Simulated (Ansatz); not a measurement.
# Cu (Fm-3m): equation of state with a fit from a Python script

Where is the equilibrium volume of Cu (Fm-3m), and how stiff is it? The task is an equation of state with a fit, for Cu (Fm-3m).

Program: Ansatz 0.2.0, driven from Python. Level of theory: DFT PBE, plane waves, PAW. These are calculated values, not measurements.

**1. The structure**

Symmetry: Fm-3m, No. 225, cubic system. Conventional cell: a = 3.615 Å, b = 3.615 Å, c = 3.615 Å, α = 90.00°, β = 90.00°, γ = 90.00°. Cu (site symmetry m-3m) has 12 Cu at 2.56 Å as nearest neighbours.

The script holds or builds the structure itself.

**2. The code**

cu_eos.py reads:

```python
"""Bulk modulus of Cu from an E(V) curve."""

import ansatz as az
import numpy as np
from pymatgen.analysis.eos import EOS

VECTORS = np.array([
    [0.0, 1.8075, 1.8075],
    [1.8075, 0.0, 1.8075],
    [1.8075, 1.8075, 0.0],
])
SITES = [
    ("Cu", (0.0, 0.0, 0.0)),
]


def crystal_on(cell):
    crystal = az.Crystal(lattice=az.Lattice.of(cell))
    for symbol, position in SITES:
        crystal = crystal.atom(symbol, position)
    return crystal

# uniform scaling of the cell
volumes, energies = [], []
for scale in np.linspace(0.88, 1.12, 7):
    cell = VECTORS * scale ** (1 / 3)
    calculation = (
        crystal_on(cell).calculation()
        .basis(420)
        .occupations("Fermi-Dirac", width=0.1)
        .kpoints(11, 11, 11)
    )
    summary = calculation.run(threads=1, backend="cpu").report
    volumes.append(abs(np.linalg.det(cell)) / len(SITES))
    energies.append(summary["free_energy_ev"] / len(SITES))
    print(f"V = {volumes[-1]:8.4f} A^3/atom  F = {energies[-1]:.5f} eV/atom")

for form in ["pourier_tarantola", "murnaghan"]:
    fit = EOS(eos_name=form).fit(volumes, energies)
    print(f"{form:18s} V0 {fit.v0:8.4f} A^3/atom  B0 {fit.b0_GPa:7.1f} GPa  B1 {fit.b1:5.2f}")
```

**3. What the engine is handed**

The engine receives this input (first run):

```yaml
crystal:
  lattice:
    - [0.0, 1.7320982783281966, 1.7320982783281966]
    - [1.7320982783281966, 0.0, 1.7320982783281966]
    - [1.7320982783281966, 1.7320982783281966, 0.0]
  atoms:
    - { symbol: Cu, position: [0.0, 0.0, 0.0] }
basis:
  ecutwfc: 420.0
kpoints:
  mp_grid:
    grid: [11, 11, 11]
scf:
  occupations:
    method: fermi_dirac
    width: 0.1
```

**4. Running it**

On the command line:

```sh
python cu_eos.py
```

What it wrote:

```text
V =  10.3932 A^3/atom  F = -6625.06613 eV/atom
V =  10.8656 A^3/atom  F = -6625.13142 eV/atom
V =  11.3380 A^3/atom  F = -6625.16812 eV/atom
V =  11.8104 A^3/atom  F = -6625.18229 eV/atom
V =  12.2828 A^3/atom  F = -6625.17878 eV/atom
V =  12.7552 A^3/atom  F = -6625.16133 eV/atom
V =  13.2277 A^3/atom  F = -6625.13297 eV/atom
pourier_tarantola  V0  11.9367 A^3/atom  B0   142.7 GPa  B1  5.17
murnaghan          V0  11.9405 A^3/atom  B0   140.5 GPa  B1  4.93
```

Run time: 5.8 s. Hardware: 1 thread, shared host.

**5. What changed from run to run**

The engine's inputs for some of the other runs:

Run 3, against run 1:

```diff
@@ -3,3 +3,3 @@
-    - [0.0, 1.7320982783281966, 1.7320982783281966]
-    - [1.7320982783281966, 0.0, 1.7320982783281966]
-    - [1.7320982783281966, 1.7320982783281966, 0.0]
+    - [0.0, 1.7830713297409302, 1.7830713297409302]
+    - [1.7830713297409302, 0.0, 1.7830713297409302]
+    - [1.7830713297409302, 1.7830713297409302, 0.0]
```

Run 6, against run 1:

```diff
@@ -3,3 +3,3 @@
-    - [0.0, 1.7320982783281966, 1.7320982783281966]
-    - [1.7320982783281966, 0.0, 1.7320982783281966]
-    - [1.7320982783281966, 1.7320982783281966, 0.0]
+    - [0.0, 1.854468914170878, 1.854468914170878]
+    - [1.854468914170878, 0.0, 1.854468914170878]
+    - [1.854468914170878, 1.854468914170878, 0.0]
```

Run 7, against run 1:

```diff
@@ -3,3 +3,3 @@
-    - [0.0, 1.7320982783281966, 1.7320982783281966]
-    - [1.7320982783281966, 0.0, 1.7320982783281966]
-    - [1.7320982783281966, 1.7320982783281966, 0.0]
+    - [0.0, 1.877086617819174, 1.877086617819174]
+    - [1.877086617819174, 0.0, 1.877086617819174]
+    - [1.877086617819174, 1.877086617819174, 0.0]
```

Lines on the test bed's own set-up are left out of the output.

**6. The engine's runs**

From the records of these 7 runs:

| run | volume (Å³/atom) | energy from run 4 (meV/atom) | SCF cycles | CPU time (s) |
| --- | --- | --- | --- | --- |
| 1 | 10.393 | 116.17 | 6 | 0.64 |
| 2 | 10.866 | 50.87 | 6 | 0.53 |
| 3 | 11.338 | 14.17 | 6 | 0.55 |
| 4 | 11.810 | 0.00 | 6 | 0.56 |
| 5 | 12.283 | 3.51 | 6 | 0.56 |
| 6 | 12.755 | 20.97 | 6 | 0.58 |
| 7 | 13.228 | 49.33 | 6 | 0.56 |

Energies are free energies F = E - TS of the smeared occupations. 

**7. Outcome**

```
                      quantity            value
                 runs compared                7
               range of energy  116.17 meV/atom
lowest point, volume (Å³/atom)           11.810
      equilibrium volume (fit)    11.94 Å³/atom
            bulk modulus (fit)          141 GPa
```

A third-order Birch-Murnaghan fit through the 7 points (the script's own form differs a little) has its minimum at 11.94 Å³ an atom, 1.1 % above the typed cell, with a bulk modulus of 141 GPa and dB/dP = 5.0. From that minimum the energy rises by 116.8 meV an atom on the compressed side and 49.9 meV on the expanded side. What to keep in mind:
- For a metal this k-point mesh is coarse: on a finer one energies can move by several to tens of meV an atom and pressures by half a GPa or more, differences at one mesh by less.
- No functional is typed, so the default, PBE, holds.
